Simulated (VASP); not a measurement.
# EuZnSi: formation energy of a vacancy on the Si site, part 2 of 4

Wanted: what a vacancy on the Si site costs in EuZnSi and how the lattice relaxes round it. The start is a cell from a database of measured crystal structures.

VASP 6.6.1, plane waves and PAW; the level of theory is named at each step.

Still holding for the runs below: The data set Eu_2 holds the 4f electrons frozen in the core, so no f bands or f moments appear. The k-mesh is coarse for a metal.

So far. Step 2 (The host at zero pressure): The run ended after 10 ionic steps, 0.202 eV below its first step, once forces and stress met EDIFFG = -0.02. Step 2 (The host at zero pressure): An edge changed by 7 % against the database cell. In a metal the coarse mesh may share the blame. The relaxed cell has a = 4.231, c = 8.043 Å (conventional setting).

## Step 3: Relax the host again, on a new basis

Level of this step: PBEsol, 4f electrons in the core; plane waves and PAW (Eu_2, Zn, Si) (VASP).

The volume changed by more than 5 %, so the plane waves of the start no longer fit; a second relaxation removes that error.

The input, INCAR:

```
SYSTEM = EuZnSi
PREC = Accurate
ENCUT = 360
EDIFF = 1E-06
NELM = 120
ISMEAR = 0
SIGMA = 0.05
LREAL = .FALSE.
ALGO = Normal
GGA = PS
NBANDS = 30
LORBIT = 11
LWAVE = .FALSE.
LCHARG = .FALSE.
KPAR = 4
IBRION = 2
NSW = 30
ISIF = 3
EDIFFG = -0.02
POTIM = 0.4
```

The input, POSCAR:

```
EuZnSi
1.0
    4.2309283313      0.0000000000      0.0000000000
   -2.1154641657      3.6640914165      0.0000000000
    0.0000000000      0.0000000000      8.0429023650
Eu Zn Si
2 2 2
Direct
    0.0000000000      0.0000000000      0.5000000000
    0.0000000000      0.0000000000      0.0000000000
    0.6666666667      0.3333333333      0.7500000000
    0.3333333333      0.6666666667      0.2500000000
    0.6666666667      0.3333333333      0.2500000000
    0.3333333333      0.6666666667      0.7500000000
```

The input, KPOINTS:

```
Automatic mesh
0
Gamma
5 5 3
0 0 0
```

PAW data sets: Eu_2, Zn and Si (PBE family, release 64).

Command:

```console
$ mpirun -np 4 vasp_std
```

What it wrote:

```text
[banner, memory and clock lines left out]
running    4 mpi-ranks, on    1 nodes
 distrk:  each k-point on    1 cores,    4 groups
 distr:  one band on    1 cores,    1 groups

 POSCAR found type information on POSCAR EuZnSi
 POSCAR found :  3 types and       6 ions
 [... a notice as in an earlier step ...]

 LDA part: xc-table for (Slater+PW92), standard interpolation
 POSCAR, INCAR and KPOINTS ok, starting setup
 FFT: planning ... GRIDC
 FFT: planning ... GRID_SOFT
 FFT: planning ... GRID
 WAVECAR not read
 entering main loop
       N       E                     dE             d eps       ncg     rms          rms(c)
DAV:   1     0.274759327703E+03    0.27476E+03   -0.16293E+04   656   0.130E+03
DAV:   2    -0.292654062442E+01   -0.27769E+03   -0.26950E+03   868   0.445E+02
DAV:   3    -0.231952937664E+02   -0.20269E+02   -0.19151E+02  1008   0.113E+02
DAV:   4    -0.237146359947E+02   -0.51934E+00   -0.51220E+00   968   0.154E+01
DAV:   5    -0.237203831349E+02   -0.57471E-02   -0.57371E-02   850   0.165E+00    0.241E+01
DAV:   6    -0.225160665055E+02    0.12043E+01   -0.75740E+00   728   0.496E+01    0.146E+01
DAV:   7    -0.225451857136E+02   -0.29119E-01   -0.30470E+00   856   0.202E+01    0.550E+00
DAV:   8    -0.225154680684E+02    0.29718E-01   -0.19390E-01   728   0.559E+00    0.917E-01
DAV:   9    -0.225063998326E+02    0.90682E-02   -0.75960E-02   952   0.171E+00    0.419E-01
DAV:  10    -0.225063662563E+02    0.33576E-04   -0.21151E-03   872   0.306E-01    0.320E-01
DAV:  11    -0.225061597049E+02    0.20655E-03   -0.45937E-04   904   0.155E-01    0.125E-01
DAV:  12    -0.225061277262E+02    0.31979E-04   -0.31296E-04   864   0.115E-01    0.620E-02
DAV:  13    -0.225061154904E+02    0.12236E-04   -0.59934E-05   840   0.798E-02    0.139E-02
DAV:  14    -0.225061155405E+02   -0.50070E-07   -0.12621E-05   832   0.275E-02    0.173E-02
DAV:  15    -0.225061150065E+02    0.53404E-06   -0.70430E-07   480   0.903E-03
   1 F= -.22506115E+02 E0= -.22505496E+02  d E =-.225061E+02
 curvature:   0.00 expect dE= 0.000E+00 dE for cont linesearch  0.000E+00
 trial: gam= 0.00000 g(F)=  0.153E-43 g(S)=  0.160E-03 ort = 0.000E+00 (trialstep = 0.100E+01)
 search vector abs. value=  0.160E-03
 reached required accuracy - stopping structural energy minimisation
```

Elapsed: 25 s, on 4 MPI ranks of AMD EPYC 7R43, shared host; peak memory 0.69 GiB.

Parts of OUTCAR (step 3):

```text
  LATTYP: Found a hexagonal cell.
 ALAT       =     4.2309283313
 C/A-ratio  =     1.9009781625

 Found     10 irreducible k-points:

   dimension x,y,z NGX =    28 NGY =   28 NGZ =   50
   dimension x,y,z NGXF=    56 NGYF=   56 NGZF=  100

   ENCUT  =  360.0 eV  26.46 Ry    5.14 a.u.   6.55  6.55 12.44*2*pi/ulx,y,z

   NELECT =      48.0000    total number of electrons

 E-fermi :   3.8206

 k-point     1 :       0.0000    0.0000    0.0000
  band No.  band energies     occupation
    ...
     17      -3.5752      2.00000
     18      -3.1237      2.00000
     19      -0.1415      2.00000
     20       3.0445      2.00000
     21       3.0445      2.00000
     22       4.0704      0.00000
     23       4.3301      0.00000
     24       4.3301      0.00000
     25       4.4116      0.00000
     26       5.1717      0.00000
    ...

 k-point     2 :       0.2000    0.0000    0.0000
  band No.  band energies     occupation
    ...
     20       1.1298      2.00000
     21       1.7805      2.00000
     22       2.8386      2.00000
     23       3.0161      2.00000
     24       3.6694      1.99998
     25       4.4029      0.00000
     26       5.2395      0.00000
     27       5.7440      0.00000
     28       6.5699      0.00000
     29       7.0647      0.00000
    ...

  Total        0.1022991      0.1022991      0.0630592     -0.0000000      0.0000000      0.0000000
  in kB        1.3145211      1.3145211      0.8102972     -0.0000000      0.0000000      0.0000000
  external PRESSURE =       1.1464465 kB  Pullay stress =       0.0000000 kB

  energy-cutoff  :      360.00
  volume of cell :      124.69
      direct lattice vectors                 reciprocal lattice vectors
     4.230928331  0.000000000  0.000000000     0.236354748  0.136459477  0.000000000
    -2.115464166  3.664091416  0.000000000     0.000000000  0.272918955  0.000000000
     0.000000000  0.000000000  8.042902365     0.000000000  0.000000000  0.124333226

 POSITION                                       TOTAL-FORCE (eV/Angst)
 -----------------------------------------------------------------------------------
      0.00000      0.00000      4.02145        -0.000000     -0.000000      0.000000
      0.00000      0.00000      0.00000        -0.000000     -0.000000      0.000000
      2.11546      1.22136      6.03218        -0.000000      0.000000      0.000000
     -0.00000      2.44273      2.01073         0.000000     -0.000000      0.000000
      2.11546      1.22136      2.01073        -0.000000      0.000000      0.000000
     -0.00000      2.44273      6.03218        -0.000000     -0.000000     -0.000000
 -----------------------------------------------------------------------------------
    total drift:                                0.000000     -0.000000     -0.000000

  FREE ENERGIE OF THE ION-ELECTRON SYSTEM (eV)
  ---------------------------------------------------
  free  energy   TOTEN  =       -22.5061150065 eV

  energy  without entropy=      -22.5048770745  energy(sigma->0) =      -22.50549604

 total charge
# of ion       s       p       d       tot
------------------------------------------
    1        0.319   6.701   0.807   7.826
    2        0.319   6.701   0.807   7.826
    3        0.660   0.530   9.695  10.885
    4        0.660   0.530   9.695  10.885
    5        0.758   0.921   0.000   1.679
    6        0.758   0.921   0.000   1.679
--------------------------------------------------
tot          3.474  16.303  21.005  40.781

[... 5 parts as in an earlier step ...]

[... 6 further parts left out ...]
```

CONTCAR:

```
EuZnSi
   1.00000000000000
     4.2309283313000003    0.0000000000000000    0.0000000000000000
    -2.1154641657000002    3.6640914164999998    0.0000000000000000
     0.0000000000000000    0.0000000000000000    8.0429023649999998
  Eu              Zn              Si
     2     2     2
Direct
     0.0000000000000000    0.0000000000000000    0.5000000000000000
     0.0000000000000000    0.0000000000000000    0.0000000000000000
     0.6666666667000030    0.3333333332999970    0.7500000000000000
     0.3333333332999970    0.6666666667000030    0.2500000000000000
     0.6666666667000030    0.3333333332999970    0.2500000000000000
     0.3333333332999970    0.6666666667000030    0.7500000000000000
```

Little changed from the start: no atom moved by 0.005 Å and no cell edge by 0.1 %.

Numbers from this step:

- electronic cycles: 15
- free energy (TOTEN): -22.51 eV
- energy at zero smearing: -22.51 eV
- Fermi energy: 3.821 eV

The start already met the threshold, so nothing moved.

## Step 4: The perfect supercell

System of this step: EuZnSi. Symmetry: P6_3/mmc, No. 194, hexagonal system. Conventional cell: a = 4.231 Å, b = 4.231 Å, c = 8.043 Å, α = 90.00°, β = 90.00°, γ = 120.00°. Eu has 6 Si at 3.16 Å and 6 Zn at 3.16 Å nearest. Nearest to Zn lie 3 Si at 2.44 Å and 6 Eu at 3.16 Å. Si has 3 Zn at 2.44 Å and 6 Eu at 3.16 Å nearest. Farther neighbours are not listed.

The same cell, mesh and cutoff without the defect give the energy to subtract and, in a gapped host, the band edges to count from, so that most errors cancel.

The input, INCAR:

```
SYSTEM = EuZnSi
PREC = Normal
ENCUT = 300
EDIFF = 1E-05
NELM = 120
ISMEAR = 1
SIGMA = 0.2
LREAL = Auto
ALGO = Fast
GGA = PS
NBANDS = 120
LORBIT = 11
LWAVE = .FALSE.
LCHARG = .FALSE.
KPAR = 2
NCORE = 2
```

The input, POSCAR:

```
EuZnSi
1.0
    8.4618566626      0.0000000000      0.0000000000
   -4.2309283314      7.3281828330      0.0000000000
    0.0000000000      0.0000000000      8.0429023650
Eu Zn Si
8 8 8
Direct
    0.0000000000      0.0000000000      0.5000000000
    0.0000000000      0.5000000000      0.5000000000
    0.5000000000      0.0000000000      0.5000000000
    0.5000000000      0.5000000000      0.5000000000
    0.0000000000      0.0000000000      0.0000000000
    0.0000000000      0.5000000000      0.0000000000
    0.5000000000      0.0000000000      0.0000000000
    0.5000000000      0.5000000000      0.0000000000
    0.3333333334      0.1666666666      0.7500000000
    0.3333333334      0.6666666666      0.7500000000
    0.8333333333      0.1666666666      0.7500000000
    0.8333333333      0.6666666666      0.7500000000
    0.1666666666      0.3333333334      0.2500000000
    0.1666666666      0.8333333333      0.2500000000
    0.6666666666      0.3333333334      0.2500000000
    0.6666666666      0.8333333333      0.2500000000
    0.3333333334      0.1666666666      0.2500000000
    0.3333333334      0.6666666666      0.2500000000
    0.8333333333      0.1666666666      0.2500000000
    0.8333333333      0.6666666666      0.2500000000
    0.1666666666      0.3333333334      0.7500000000
    0.1666666666      0.8333333333      0.7500000000
    0.6666666666      0.3333333334      0.7500000000
    0.6666666666      0.8333333333      0.7500000000
```

The input, KPOINTS:

```
Automatic mesh
0
Gamma
3 3 3
0 0 0
```

Command:

```console
$ mpirun -np 4 vasp_std
```

What it wrote:

```text
[banner, memory and clock lines left out]
running    4 mpi-ranks, on    1 nodes
 distrk:  each k-point on    2 cores,    2 groups
 distr:  one band on    2 cores,    1 groups

 POSCAR found type information on POSCAR EuZnSi
 POSCAR found :  3 types and      24 ions
 [... a notice as in an earlier step ...]

 LDA part: xc-table for (Slater+PW92), standard interpolation
 POSCAR, INCAR and KPOINTS ok, starting setup
 FFT: planning ... GRIDC
 FFT: planning ... GRID_SOFT
 FFT: planning ... GRID
 WAVECAR not read
 entering main loop
       N       E                     dE             d eps       ncg     rms          rms(c)
DAV:   1     0.132400821111E+04    0.13240E+04   -0.54207E+04  1552   0.114E+03
DAV:   2     0.510322525681E+02   -0.12730E+04   -0.12357E+04  2008   0.486E+02
DAV:   3    -0.860396276395E+02   -0.13707E+03   -0.12568E+03  2296   0.148E+02
DAV:   4    -0.947427329605E+02   -0.87031E+01   -0.83611E+01  2312   0.317E+01
DAV:   5    -0.949971283571E+02   -0.25440E+00   -0.25160E+00  2296   0.699E+00    0.484E+01
RMM:   6    -0.905161279182E+02    0.44810E+01   -0.32669E+01  1859   0.204E+01    0.285E+01
RMM:   7    -0.901731265047E+02    0.34300E+00   -0.41415E+00  2020   0.103E+01    0.103E+01
RMM:   8    -0.902215788324E+02   -0.48452E-01   -0.10407E+00  1962   0.322E+00    0.184E+00
RMM:   9    -0.901864576443E+02    0.35121E-01   -0.48093E-01  2023   0.235E+00    0.569E-01
RMM:  10    -0.901787762335E+02    0.76814E-02   -0.59108E-02  2060   0.105E+00    0.334E-01
RMM:  11    -0.901799644093E+02   -0.11882E-02   -0.25815E-02  1950   0.573E-01    0.283E-01
RMM:  12    -0.901796800604E+02    0.28435E-03   -0.89515E-03  1992   0.334E-01    0.902E-02
RMM:  13    -0.901797838423E+02   -0.10378E-03   -0.16750E-03  1807   0.123E-01    0.857E-02
RMM:  14    -0.901798165755E+02   -0.32733E-04   -0.30195E-04  1691   0.585E-02    0.777E-02
RMM:  15    -0.901797758975E+02    0.40678E-04   -0.46424E-04  1692   0.877E-02    0.140E-02
RMM:  16    -0.901797763226E+02   -0.42515E-06   -0.26410E-05  1246   0.320E-02
   1 F= -.90179776E+02 E0= -.90178616E+02  d E =-.347973E-02
```

Wall time 56 s (4 MPI ranks); peak memory 0.71 GiB; 3.6 min of CPU time.

From OUTCAR (step 4):

```text
  LATTYP: Found a hexagonal cell.
 ALAT       =     8.4618566626
 C/A-ratio  =     0.9504890813

 Found      6 irreducible k-points:

   k-points           NKPTS =      6   k-points in BZ     NKDIM =      6   number of bands    NBANDS=    120

   dimension x,y,z NGX =    36 NGY =   36 NGZ =   36
   dimension x,y,z NGXF=    72 NGYF=   72 NGZF=   72

   ENCUT  =  300.0 eV  22.05 Ry    4.70 a.u.  11.95 11.95 11.36*2*pi/ulx,y,z

   NELECT =     192.0000    total number of electrons

 E-fermi :   3.8368

 k-point     1 :       0.0000    0.0000    0.0000
  band No.  band energies     occupation
    ...
     92       3.0489      2.00000
     93       3.0489      2.00000
     94       3.5552      2.06293
     95       3.5552      2.06293
     96       3.5552      2.06294
     97       4.0195     -0.02734
     98       4.0195     -0.02735
     99       4.0195     -0.02735
    100       4.0706     -0.06987
    101       4.3373     -0.00229
    ...

 k-point     2 :       0.3333   -0.0000    0.0000
  band No.  band energies     occupation
    ...
     92       3.0257      2.00000
     93       3.0257      2.00000
     94       3.1797      2.00003
     95       3.2590      2.00034
     96       3.7718      1.51904
     97       3.9218      0.34804
     98       4.3644     -0.00122
     99       4.3644     -0.00122
    100       4.4517     -0.00012
    101       4.4800     -0.00005
    ...

  Total        0.5404098      0.5404098      0.0932045     -0.0000000     -0.0000000      0.0000000
  in kB        1.7360372      1.7360372      0.2994144     -0.0000000     -0.0000000      0.0000000
  external PRESSURE =       1.2571629 kB  Pullay stress =       0.0000000 kB

  energy-cutoff  :      300.00
  volume of cell :      498.74
      direct lattice vectors                 reciprocal lattice vectors
     8.461856663  0.000000000  0.000000000     0.118177374  0.068229739  0.000000000
    -4.230928331  7.328182833  0.000000000     0.000000000  0.136459477  0.000000000
     0.000000000  0.000000000  8.042902365     0.000000000  0.000000000  0.124333226

 POSITION                                       TOTAL-FORCE (eV/Angst)
 -----------------------------------------------------------------------------------
      0.00000      0.00000      4.02145         0.000000     -0.000000      0.000000
     -2.11546      3.66409      4.02145         0.000000     -0.000000     -0.000000
      4.23093      0.00000      4.02145         0.000000     -0.000000      0.000000
      2.11546      3.66409      4.02145         0.000000     -0.000000     -0.000000
      0.00000      0.00000      0.00000         0.000000     -0.000000     -0.000000
     -2.11546      3.66409      0.00000         0.000000     -0.000000      0.000000
      4.23093      0.00000      0.00000         0.000000     -0.000000      0.000000
      2.11546      3.66409      0.00000         0.000000     -0.000000     -0.000000
      2.11546      1.22136      6.03218         0.000000     -0.000000      0.000000
      0.00000      4.88546      6.03218         0.000000     -0.000000      0.000000
      6.34639      1.22136      6.03218         0.000000     -0.000000      0.000000
      4.23093      4.88546      6.03218         0.000000     -0.000000      0.000000
     -0.00000      2.44273      2.01073         0.000000      0.000000      0.000000
     -2.11546      6.10682      2.01073         0.000000     -0.000000      0.000000
      4.23093      2.44273      2.01073         0.000000     -0.000000      0.000000
      2.11546      6.10682      2.01073         0.000000     -0.000000      0.000000
      2.11546      1.22136      2.01073        -0.000000      0.000000      0.000000
      0.00000      4.88546      2.01073        -0.000000      0.000000      0.000000
      6.34639      1.22136      2.01073        -0.000000     -0.000000      0.000000
      4.23093      4.88546      2.01073        -0.000000      0.000000      0.000000
     -0.00000      2.44273      6.03218         0.000000     -0.000000      0.000000
     -2.11546      6.10682      6.03218         0.000000     -0.000000      0.000000
      4.23093      2.44273      6.03218         0.000000     -0.000000      0.000000
      2.11546      6.10682      6.03218         0.000000     -0.000000      0.000000
 -----------------------------------------------------------------------------------
    total drift:                                0.000000      0.000000      0.000000

  FREE ENERGIE OF THE ION-ELECTRON SYSTEM (eV)
  ---------------------------------------------------
  free  energy   TOTEN  =       -90.1797763226 eV

  energy  without entropy=      -90.1762965922  energy(sigma->0) =      -90.17861641

 total charge
# of ion       s       p       d       tot
------------------------------------------
    1        0.319   6.703   0.803   7.825
    2        0.319   6.703   0.803   7.825
    3        0.319   6.703   0.803   7.825
    4        0.319   6.703   0.803   7.825
    5        0.319   6.703   0.803   7.825
    6        0.319   6.703   0.803   7.825
    7        0.319   6.703   0.803   7.825
    8        0.319   6.703   0.803   7.825
    9        0.661   0.531   9.692  10.884
   10        0.661   0.531   9.692  10.884
   11        0.661   0.531   9.692  10.884
   12        0.661   0.531   9.692  10.884
   13        0.661   0.531   9.692  10.884
   14        0.661   0.531   9.692  10.884
   15        0.661   0.531   9.692  10.884
   16        0.661   0.531   9.692  10.884
   17        0.759   0.924   0.000   1.683
   18        0.759   0.924   0.000   1.683
   19        0.759   0.924   0.000   1.683
   20        0.759   0.924   0.000   1.683
   21        0.759   0.924   0.000   1.683
   22        0.759   0.924   0.000   1.683
   23        0.759   0.924   0.000   1.683
   24        0.759   0.924   0.000   1.683
--------------------------------------------------
tot         13.916  65.263  83.956 163.135

[... 2 parts as in an earlier step ...]

[... 7 further parts left out ...]
```

Numbers from this step:

- electronic cycles: 16
- electrons: 192
- free energy (TOTEN): -90.1798 eV
- energy at zero smearing: -90.1786 eV
- Fermi energy: 3.837 eV

The host is treated as a metal, as its relaxation found a gap under 0.3 eV or none, and only the neutral defect is run.

[end of part 2 of 4]

[Lines on the potential files, build, host, timing and source positions are cut from VASP's logs without a mark.]

[Logs are printed without paths, hosts, clocks, repeated set-up lines and the standing remarks that a program may print on its own settings, such as how far it seeks lower states.]

[Hosts, paths, dates, database ids (printed as entryN), source tags and the programs' standing remarks are cut or masked in the printed files.]

[In band tables of VASP the shares of atoms and orbitals are scaled to a sum of 1 inside the atoms' spheres.]

[Runs that stopped without an error message from VASP are left out.]
